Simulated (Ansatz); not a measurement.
# Cobalt, hcp under LDA: how the plane-wave cutoff moves the result

A convergence test of the plane-wave cutoff. The geometry was relaxed under LDA beforehand and stays fixed; 9 values are run, from 150 to 800 eV. Wanted are the values from which on the energy stays within 10 and 1 meV/atom, and the pressure within 0.5 GPa, of the last run. Within the series other settings stay, but some runs also write fields, which adds to their time. The moments start as that relaxation left them.

Method: DFT LDA, plane waves with PAW, scalar-relativistic, in Ansatz 0.2.0.

### 1 The starting structure

It takes space group P6_3/mmc (No. 194, hexagonal). Conventional cell: a = 2.427 Å, b = 2.427 Å, c = 3.923 Å, α = 90.00°, β = 90.00°, γ = 120.00°. Co (site symmetry -6m2) is surrounded by 12 Co at 2.41 to 2.43 Å.

Structure file:

```cif
data_structure
_symmetry_space_group_name_H-M 'P6_3/mmc'
_symmetry_Int_Tables_number 194
_cell_length_a 2.4274
_cell_length_b 2.4274
_cell_length_c 3.9230
_cell_angle_alpha 90.000
_cell_angle_beta 90.000
_cell_angle_gamma 120.000
_cell_volume 20.02
loop_
_atom_site_label
_atom_site_type_symbol
_atom_site_symmetry_multiplicity
_atom_site_Wyckoff_symbol
_atom_site_fract_x
_atom_site_fract_y
_atom_site_fract_z
_atom_site_occupancy
Co1 Co 2 c 0.33333 0.66667 0.25000 1
```

The atoms start with moments of +1.56 ×2 μB.

### 2 A run at the usual settings, for scale

The input, input.yaml:

```yaml
crystal:
  lattice:
    - [2.4273810165, 0.0, 0.0]
    - [-1.2136905082, 2.102173625, 0.0]
    - [0.0, 0.0, 3.9230481332]
  atoms:
    - { symbol: Co, position: [0.3333333333, 0.6666666667, 0.25], spin: 1.558 }
    - { symbol: Co, position: [0.6666666667, 0.3333333333, 0.75], spin: 1.558 }
hamiltonian:
  xc: lda
  pseudopotentials:
    kind: paw
    azcp:
      Co: "pseudopotentials/Co.paw.azcp"
basis:
  ecutwfc: 420
  fft_grid_basis: typed
kpoints:
  mp_grid: { grid: [24, 24, 13], shift: [0, 0, 0] }
magnetization:
  spin_polarized: true
scf:
  occupations: { method: fermi_dirac, width: 0.05 }
  lower_state_search: "off"
output:
  stress: true
```

The run is started by

```bash
$ ansatz run input.yaml --threads 2 --pin off --max-ram 5120MiB --backend cpu --events-out ev --progress --plain --runs-dir out
```

Log (excerpt; [...] marks lines left out):

```text
Warning: <dir> the record states the generating functional pbe (its physics header spells it `PBE`), which answers neither for hamiltonian.xc's functional nor for the lda family's — results may be inconsistent (PPs are generated against a specific XC)
Warning: RAYON_NUM_THREADS=2 ignored (pool sized by the plan → 2); use --threads N
[...]
Pseudopotentials: kind: paw
Pseudopotential: Co, paw, valence charge 17, recommended cutoff 420 eV (normal), <dir>
Functional definition: SPW92
[...]
Crystal: 2 atoms, lattice volume = 20.018 Å³
Basis set: ecut = 420 eV, 391 PW (Γ)
Bands: 23, of which v1, the nominal top of the filled ones, is band 17 counted from 1 (16 counted from 0)
Symmetry: 24 space group operations
Space group: P63/mmc (ITA 194), of the structure as read, at distance tolerance 2.7e-5 Å
Magnetic group: BNS 194.263 (UNI 1493), of the structure as read, at distance tolerance 2.7e-5 Å
k-points: 427 of 7488
[...]
Starting moments: Σ|m| = 3.116 μB on 2 of 2 sites
[...]
SCF iter   1: F=—  HF=-10125.593814 eV  |F-HF|=—  |Δ(HF+E_count)|=         —  Δρ=6.75e-2 (↑2.26e-2 ↓6.75e-2)  dr2=7.01e-1  dr2_m=1.49e-1  M=2.840 μB ∫|m|=2.896 μB  β_m=1.00  ethr=2.06e-3  ⟨swp⟩=1.0  Hψ=100382  notcnv=0
[...]
spin-set hold released at iteration 6 (site moments contracting): the magnetisation degrees of freedom join the quasi-Newton model from the next iteration; the mixer history was flushed
[...]
SCF iter  12: F=-10125.542188 eV  HF=-10125.542188 eV  |F-HF|=5.09e-11  |Δ(HF+E_count)|=   1.28e-8  Δρ=3.52e-6 (↑3.52e-6 ↓1.26e-6)  dr2=3.55e-10  dr2_m=8.71e-10  M=3.026 μB ∫|m|=3.219 μB  ethr=2.94e-10  ⟨swp⟩=4.0  Hψ=62357  notcnv=0
[...]
SCF converged after 12 iterations
Magnetization: 3.0264 μB (18.5132 up, 15.4868 down)
Absolute magnetization: 3.2199 μB (∫|ρ↑−ρ↓|, with the PAW one-centre terms)
Spin contamination: 0.0310 ħ² per cell (⟨S²⟩ above its minimum at these occupations)
Per-site moments (μB) at R_I (Å): [(1.5580972371860435, 0.9944275849165145), (1.5580972371860438, 0.9944275849165145)]
Free energy (F): -10125.542188 eV
[...]
E sigma→0 (E₀):  -10125.535380 eV
Entropy (-TS):   -0.013615 eV (-6.808 meV/atom)
Fermi energy:    20.091080 eV
[...]
--- Stress (GPa, compression-positive) ---
        0.248393       0.000000       0.000000
        0.000000       0.248393       0.000000
        0.000000       0.000000      -0.338705
  P = ⅓ Tr σ = 0.0527 GPa (0.527 kbar)
```

Run time: 16 s. Hardware: 2 threads of Arm Neoverse V1, shared host; peak memory 0.51 GiB.

### 3 Cutoff 150 eV

The run at 150 eV.

input.yaml: that of step 2 with these lines changed.

```diff
@@ -15,6 +15,6 @@
 basis:
-  ecutwfc: 420
+  ecutwfc: 150
   fft_grid_basis: typed
 kpoints:
-  mp_grid: { grid: [24, 24, 13], shift: [0, 0, 0] }
+  mp_grid: { grid: [15, 15, 8], shift: [0, 0, 0] }
 magnetization:
@@ -26 +26,5 @@
   stress: true
+  write_density: true
+  write_potential: true
+  elf: true
+  volumetric_format: npy
```

The run is started by

```bash
$ ansatz run input.yaml --threads 2 --pin off --max-ram 5120MiB --backend cpu --events-out ev --progress --plain --runs-dir out
```

Log (excerpt; [...] marks lines left out):

```text
Warning: basis.ecutwfc = 150 eV is below the records' recommended 420 eV, and the density's cutoff is lower with it unless basis.ecutrho_ratio is high enough to keep the records' density cutoff: compare with a run at a higher cutoff
Warning: <dir> the record states the generating functional pbe (its physics header spells it `PBE`), which answers neither for hamiltonian.xc's functional nor for the lda family's — results may be inconsistent (PPs are generated against a specific XC)
Warning: RAYON_NUM_THREADS=2 ignored (pool sized by the plan → 2); use --threads N
[...]
[... 3 set-up lines as earlier in the session ...]
[...]
Crystal: 2 atoms, lattice volume = 20.018 Å³
Basis set: ecut = 150 eV, 97 PW (Γ)
Bands: 23, of which v1, the nominal top of the filled ones, is band 17 counted from 1 (16 counted from 0)
[... 2 set-up lines as earlier in the session ...]
Magnetic group: BNS 194.263 (UNI 1493), of the structure as read, at distance tolerance 2.7e-5 Å
k-points: 135 of 1800
[...]
Starting moments: Σ|m| = 3.116 μB on 2 of 2 sites
[...]
SCF iter  14: F=-9914.298430 eV  HF=-9914.298430 eV  |F-HF|=1.46e-11  |Δ(HF+E_count)|=   1.77e-9  Δρ=3.19e-7 (↑2.47e-7 ↓3.19e-7)  dr2=5.35e-12  dr2_m=1.18e-11  M=0.000 μB ∫|m|=0.000 μB  ethr=1.00e-12  ⟨swp⟩=3.1  Hψ=21744  notcnv=0
WARN: the starting moments were not kept: the SCF closed with an absolute magnetisation of 3.2e-6 μB, where they sum to 3.116 μB in size (2 sites). That is at most 0.1 of that sum. Measured as dr2_m measures the in/out step, that magnetisation stands 1.7e-12 eV from none, at or under the [...]
SCF converged after 14 iterations
Magnetization: 0.0000 μB (17.0000 up, 17.0000 down)
Absolute magnetization: 0.0000 μB (∫|ρ↑−ρ↓|, with the PAW one-centre terms)
Spin contamination: 0.0000 ħ² per cell (⟨S²⟩ above its minimum at these occupations)
Per-site moments (μB) at R_I (Å): [(1.0059835652345694e-6, 0.9944275849165145), (1.005983565105505e-6, 0.9944275849165145)]
Free energy (F): -9914.298430 eV
[...]
E sigma→0 (E₀):  -9914.291202 eV
Entropy (-TS):   -0.014455 eV (-7.228 meV/atom)
Fermi energy:    19.828469 eV
[...]
--- Stress (GPa, compression-positive) ---
      411.320811       0.000000       0.000000
        0.000000     411.320811       0.000000
        0.000000       0.000000     317.091226
  P = ⅓ Tr σ = 379.9109 GPa (3799.109 kbar)
--- Band table (eV; the first three rows and the last of 270) ---
[... band rows left out ...]
[...]
```

Run time: 3 s. Hardware: 2 threads of Arm Neoverse V1, shared host; peak memory 0.26 GiB.

### 4 Cutoff 200 eV

The run at 200 eV.

input.yaml: that of step 3 with these lines changed.

```diff
@@ -15,3 +15,3 @@
 basis:
-  ecutwfc: 150
+  ecutwfc: 200
   fft_grid_basis: typed
@@ -26,5 +26 @@
   stress: true
-  write_density: true
-  write_potential: true
-  elf: true
-  volumetric_format: npy
```

The run is started by

```bash
$ ansatz run input.yaml --threads 2 --pin off --max-ram 5120MiB --backend cpu --events-out ev --progress --plain --runs-dir out
```

Log (excerpt; [...] marks lines left out):

```text
Warning: basis.ecutwfc = 200 eV is below the records' recommended 420 eV, and the density's cutoff is lower with it unless basis.ecutrho_ratio is high enough to keep the records' density cutoff: compare with a run at a higher cutoff
Warning: <dir> the record states the generating functional pbe (its physics header spells it `PBE`), which answers neither for hamiltonian.xc's functional nor for the lda family's — results may be inconsistent (PPs are generated against a specific XC)
Warning: RAYON_NUM_THREADS=2 ignored (pool sized by the plan → 2); use --threads N
[...]
[... 3 set-up lines as earlier in the session ...]
[...]
Crystal: 2 atoms, lattice volume = 20.018 Å³
Basis set: ecut = 200 eV, 135 PW (Γ)
Bands: 23, of which v1, the nominal top of the filled ones, is band 17 counted from 1 (16 counted from 0)
[... 2 set-up lines as earlier in the session ...]
Magnetic group: BNS 194.263 (UNI 1493), of the structure as read, at distance tolerance 2.7e-5 Å
[...]
spin-set hold released at iteration 5 (site moments contracting): the magnetisation degrees of freedom join the quasi-Newton model from the next iteration; the mixer history was flushed
[...]
SCF iter  12: F=-10082.455960 eV  HF=-10082.455960 eV  |F-HF|=7.28e-12  |Δ(HF+E_count)|=   6.14e-9  Δρ=5.21e-7 (↑5.21e-7 ↓3.93e-7)  dr2=3.83e-11  dr2_m=1.21e-11  M=2.954 μB ∫|m|=3.110 μB  ethr=1.41e-10  ⟨swp⟩=1.6  Hψ=14861  notcnv=0
[...]
SCF converged after 12 iterations
an eigenvalue changed by more than its tolerance at an iteration that met the thresholds in force, so the SCF went on 1 time: the last check found none over its tolerance
Magnetization: 2.9535 μB (18.4768 up, 15.5232 down)
Absolute magnetization: 3.1091 μB (∫|ρ↑−ρ↓|, with the PAW one-centre terms)
Spin contamination: 0.0201 ħ² per cell (⟨S²⟩ above its minimum at these occupations)
Per-site moments (μB) at R_I (Å): [(1.5081885702192208, 0.9944275849165145), (1.508188570219221, 0.9944275849165145)]
Free energy (F): -10082.455960 eV
[...]
E sigma→0 (E₀):  -10082.446249 eV
Entropy (-TS):   -0.019423 eV (-9.711 meV/atom)
Fermi energy:    18.339605 eV
[...]
--- Stress (GPa, compression-positive) ---
      -98.501021      -0.000000       0.000000
        0.000000     -98.501021       0.000000
        0.000000       0.000000    -105.969225
  P = ⅓ Tr σ = -100.9904 GPa (-1009.904 kbar)
```

Run time: 2.6 s. Hardware: 2 threads of Arm Neoverse V1, shared host; peak memory 0.27 GiB.

### 5 Cutoff 250 eV

The run at 250 eV.

input.yaml: that of step 4 with these lines changed.

```diff
@@ -15,3 +15,3 @@
 basis:
-  ecutwfc: 200
+  ecutwfc: 250
   fft_grid_basis: typed
```

The run is started by

```bash
$ ansatz run input.yaml --threads 2 --pin off --max-ram 5120MiB --backend cpu --events-out ev --progress --plain --runs-dir out
```

Log (excerpt; [...] marks lines left out):

```text
Warning: basis.ecutwfc = 250 eV is below the records' recommended 420 eV, and the density's cutoff is lower with it unless basis.ecutrho_ratio is high enough to keep the records' density cutoff: compare with a run at a higher cutoff
Warning: <dir> the record states the generating functional pbe (its physics header spells it `PBE`), which answers neither for hamiltonian.xc's functional nor for the lda family's — results may be inconsistent (PPs are generated against a specific XC)
Warning: RAYON_NUM_THREADS=2 ignored (pool sized by the plan → 2); use --threads N
[...]
[... 3 set-up lines as earlier in the session ...]
[...]
Crystal: 2 atoms, lattice volume = 20.018 Å³
Basis set: ecut = 250 eV, 185 PW (Γ)
Bands: 23, of which v1, the nominal top of the filled ones, is band 17 counted from 1 (16 counted from 0)
[... 2 set-up lines as earlier in the session ...]
Magnetic group: BNS 194.263 (UNI 1493), of the structure as read, at distance tolerance 2.7e-5 Å
[...]
SCF iter   1: F=—  HF=-10117.502571 eV  |F-HF|=—  |Δ(HF+E_count)|=         —  Δρ=1.15e-1 (↑6.61e-2 ↓1.15e-1)  dr2=2.38e0  dr2_m=1.54e-1  M=2.885 μB ∫|m|=2.956 μB  β_m=1.00  ethr=3.10e-3  ⟨swp⟩=3.8  Hψ=21664  notcnv=0
[...]
spin-set hold released at iteration 4 (site moments contracting): the magnetisation degrees of freedom join the quasi-Newton model from the next iteration; the mixer history was flushed
[...]
SCF iter  11: F=-10116.675644 eV  HF=-10116.675644 eV  |F-HF|=1.16e-10  |Δ(HF+E_count)|=   1.60e-8  Δρ=7.64e-7 (↑7.64e-7 ↓5.80e-7)  dr2=1.54e-10  dr2_m=3.64e-11  M=3.080 μB ∫|m|=3.290 μB  ethr=2.38e-10  ⟨swp⟩=2.0  Hψ=18278  notcnv=0
[...]
SCF converged after 11 iterations
Magnetization: 3.0801 μB (18.5400 up, 15.4600 down)
Absolute magnetization: 3.2902 μB (∫|ρ↑−ρ↓|, with the PAW one-centre terms)
Spin contamination: 0.0306 ħ² per cell (⟨S²⟩ above its minimum at these occupations)
Per-site moments (μB) at R_I (Å): [(1.5880372443840047, 0.9944275849165145), (1.5880372443840052, 0.9944275849165145)]
Free energy (F): -10116.675644 eV
[...]
E sigma→0 (E₀):  -10116.667113 eV
Entropy (-TS):   -0.017062 eV (-8.531 meV/atom)
Fermi energy:    19.443419 eV
[...]
--- Stress (GPa, compression-positive) ---
        3.743084       0.000000       0.000000
        0.000000       3.743084       0.000000
        0.000000       0.000000       2.972685
  P = ⅓ Tr σ = 3.4863 GPa (34.863 kbar)
```

Run time: 2.8 s. Hardware: 2 threads of Arm Neoverse V1, shared host; peak memory 0.28 GiB.

### 6 Cutoff 300 eV

The run at 300 eV.

input.yaml: that of step 5 with these lines changed.

```diff
@@ -15,3 +15,3 @@
 basis:
-  ecutwfc: 250
+  ecutwfc: 300
   fft_grid_basis: typed
@@ -26 +26,5 @@
   stress: true
+  write_density: true
+  write_potential: true
+  elf: true
+  volumetric_format: npy
```

The run is started by

```bash
$ ansatz run input.yaml --threads 2 --pin off --max-ram 5120MiB --backend cpu --events-out ev --progress --plain --runs-dir out
```

Log (excerpt; [...] marks lines left out):

```text
Warning: basis.ecutwfc = 300 eV is below the records' recommended 420 eV, and the density's cutoff is lower with it unless basis.ecutrho_ratio is high enough to keep the records' density cutoff: compare with a run at a higher cutoff
Warning: <dir> the record states the generating functional pbe (its physics header spells it `PBE`), which answers neither for hamiltonian.xc's functional nor for the lda family's — results may be inconsistent (PPs are generated against a specific XC)
Warning: RAYON_NUM_THREADS=2 ignored (pool sized by the plan → 2); use --threads N
[...]
[... 3 set-up lines as earlier in the session ...]
[...]
Crystal: 2 atoms, lattice volume = 20.018 Å³
Basis set: ecut = 300 eV, 245 PW (Γ)
Bands: 23, of which v1, the nominal top of the filled ones, is band 17 counted from 1 (16 counted from 0)
[... 2 set-up lines as earlier in the session ...]
Magnetic group: BNS 194.263 (UNI 1493), of the structure as read, at distance tolerance 2.7e-5 Å
[...]
spin-set hold released at iteration 5 (site moments contracting): the magnetisation degrees of freedom join the quasi-Newton model from the next iteration; the mixer history was flushed
[...]
SCF iter  12: F=-10124.273094 eV  HF=-10124.273094 eV  |F-HF|=5.46e-12  |Δ(HF+E_count)|=  7.28e-12  Δρ=9.52e-7 (↑9.52e-7 ↓6.73e-7)  dr2=6.48e-11  dr2_m=3.65e-11  M=3.011 μB ∫|m|=3.203 μB  ethr=1.48e-11  ⟨swp⟩=4.5  Hψ=29054  notcnv=0
[...]
SCF converged after 12 iterations
Magnetization: 3.0108 μB (18.5054 up, 15.4946 down)
Absolute magnetization: 3.2033 μB (∫|ρ↑−ρ↓|, with the PAW one-centre terms)
Spin contamination: 0.0297 ħ² per cell (⟨S²⟩ above its minimum at these occupations)
Per-site moments (μB) at R_I (Å): [(1.5495686146918697, 0.9944275849165145), (1.5495686146918695, 0.9944275849165145)]
Free energy (F): -10124.273094 eV
[...]
E sigma→0 (E₀):  -10124.265817 eV
Entropy (-TS):   -0.014553 eV (-7.276 meV/atom)
Fermi energy:    19.912170 eV
[...]
--- Stress (GPa, compression-positive) ---
        6.926254       0.000000       0.000000
        0.000000       6.926254       0.000000
        0.000000       0.000000       5.582700
  P = ⅓ Tr σ = 6.4784 GPa (64.784 kbar)
--- Band table (eV; the first three rows and the last of 270) ---
[... band rows left out ...]
[...]
```

Run time: 4.3 s. Hardware: 2 threads of Arm Neoverse V1, shared host; peak memory 0.31 GiB.

### 7 Cutoff 350 eV

The run at 350 eV.

input.yaml: that of step 6 with these lines changed.

```diff
@@ -15,3 +15,3 @@
 basis:
-  ecutwfc: 300
+  ecutwfc: 350
   fft_grid_basis: typed
```

The run is started by

```bash
$ ansatz run input.yaml --threads 2 --pin off --max-ram 5120MiB --backend cpu --events-out ev --progress --plain --runs-dir out
```

Log (excerpt; [...] marks lines left out):

```text
Warning: basis.ecutwfc = 350 eV is below the records' recommended 420 eV, and the density's cutoff is lower with it unless basis.ecutrho_ratio is high enough to keep the records' density cutoff: compare with a run at a higher cutoff
Warning: <dir> the record states the generating functional pbe (its physics header spells it `PBE`), which answers neither for hamiltonian.xc's functional nor for the lda family's — results may be inconsistent (PPs are generated against a specific XC)
Warning: RAYON_NUM_THREADS=2 ignored (pool sized by the plan → 2); use --threads N
[...]
[... 3 set-up lines as earlier in the session ...]
[...]
Crystal: 2 atoms, lattice volume = 20.018 Å³
Basis set: ecut = 350 eV, 311 PW (Γ)
Bands: 23, of which v1, the nominal top of the filled ones, is band 17 counted from 1 (16 counted from 0)
[... 2 set-up lines as earlier in the session ...]
Magnetic group: BNS 194.263 (UNI 1493), of the structure as read, at distance tolerance 2.7e-5 Å
[...]
spin-set hold released at iteration 5 (site moments contracting): the magnetisation degrees of freedom join the quasi-Newton model from the next iteration; the mixer history was flushed
[...]
SCF iter  11: F=-10125.428236 eV  HF=-10125.428236 eV  |F-HF|=3.48e-9  |Δ(HF+E_count)|=   4.84e-8  Δρ=6.24e-6 (↑2.41e-6 ↓6.24e-6)  dr2=3.48e-9  dr2_m=1.01e-9  M=3.037 μB ∫|m|=3.222 μB  ethr=2.94e-10  ⟨swp⟩=5.5  Hψ=35479  notcnv=0
[...]
SCF converged after 11 iterations
Magnetization: 3.0374 μB (18.5187 up, 15.4813 down)
Absolute magnetization: 3.2233 μB (∫|ρ↑−ρ↓|, with the PAW one-centre terms)
Spin contamination: 0.0303 ħ² per cell (⟨S²⟩ above its minimum at these occupations)
Per-site moments (μB) at R_I (Å): [(1.5619038158349097, 0.9944275849165145), (1.5619038158349094, 0.9944275849165145)]
Free energy (F): -10125.428236 eV
[...]
E sigma→0 (E₀):  -10125.421245 eV
Entropy (-TS):   -0.013982 eV (-6.991 meV/atom)
Fermi energy:    20.059579 eV
[...]
--- Stress (GPa, compression-positive) ---
        0.409669       0.000000       0.000000
        0.000000       0.409669       0.000000
        0.000000       0.000000      -0.326188
  P = ⅓ Tr σ = 0.1644 GPa (1.644 kbar)
--- Band table (eV; the first three rows and the last of 270) ---
[... band rows left out ...]
[...]
```

Run time: 5.4 s. Hardware: 2 threads of Arm Neoverse V1, shared host; peak memory 0.32 GiB.

### 8 Cutoff 420 eV

The run at 420 eV.

input.yaml: that of step 7 with these lines changed.

```diff
@@ -15,3 +15,3 @@
 basis:
-  ecutwfc: 350
+  ecutwfc: 420
   fft_grid_basis: typed
@@ -26,5 +26 @@
   stress: true
-  write_density: true
-  write_potential: true
-  elf: true
-  volumetric_format: npy
```

The run is started by

```bash
$ ansatz run input.yaml --threads 2 --pin off --max-ram 5120MiB --backend cpu --events-out ev --progress --plain --runs-dir out
```

Log (excerpt; [...] marks lines left out):

```text
Warning: <dir> the record states the generating functional pbe (its physics header spells it `PBE`), which answers neither for hamiltonian.xc's functional nor for the lda family's — results may be inconsistent (PPs are generated against a specific XC)
Warning: RAYON_NUM_THREADS=2 ignored (pool sized by the plan → 2); use --threads N
[...]
[... 3 set-up lines as earlier in the session ...]
[...]
Crystal: 2 atoms, lattice volume = 20.018 Å³
Basis set: ecut = 420 eV, 391 PW (Γ)
Bands: 23, of which v1, the nominal top of the filled ones, is band 17 counted from 1 (16 counted from 0)
[... 2 set-up lines as earlier in the session ...]
Magnetic group: BNS 194.263 (UNI 1493), of the structure as read, at distance tolerance 2.7e-5 Å
k-points: 135 of 1800
[...]
Starting moments: Σ|m| = 3.116 μB on 2 of 2 sites
[...]
spin-set hold released at iteration 6 (site moments contracting): the magnetisation degrees of freedom join the quasi-Newton model from the next iteration; the mixer history was flushed
[...]
SCF iter  12: F=-10125.540312 eV  HF=-10125.540312 eV  |F-HF|=2.02e-9  |Δ(HF+E_count)|=   6.51e-9  Δρ=4.10e-6 (↑2.35e-6 ↓4.10e-6)  dr2=2.43e-9  dr2_m=4.87e-10  M=3.041 μB ∫|m|=3.229 μB  ethr=1.49e-10  ⟨swp⟩=2.0  Hψ=19805  notcnv=0
[...]
SCF converged after 12 iterations
Magnetization: 3.0413 μB (18.5207 up, 15.4793 down)
Absolute magnetization: 3.2298 μB (∫|ρ↑−ρ↓|, with the PAW one-centre terms)
Spin contamination: 0.0305 ħ² per cell (⟨S²⟩ above its minimum at these occupations)
Per-site moments (μB) at R_I (Å): [(1.5643344639567784, 0.9944275849165145), (1.5643344639567787, 0.9944275849165145)]
Free energy (F): -10125.540312 eV
[...]
E sigma→0 (E₀):  -10125.533367 eV
Entropy (-TS):   -0.013889 eV (-6.945 meV/atom)
Fermi energy:    20.101111 eV
[...]
--- Stress (GPa, compression-positive) ---
        0.487882       0.000000       0.000000
        0.000000       0.487882       0.000000
        0.000000       0.000000      -0.439568
  P = ⅓ Tr σ = 0.1787 GPa (1.787 kbar)
```

Wall time 5.4 s (2 threads of Arm Neoverse V1, shared host); peak memory 0.34 GiB.

(Part 1 of 2 ends here.)
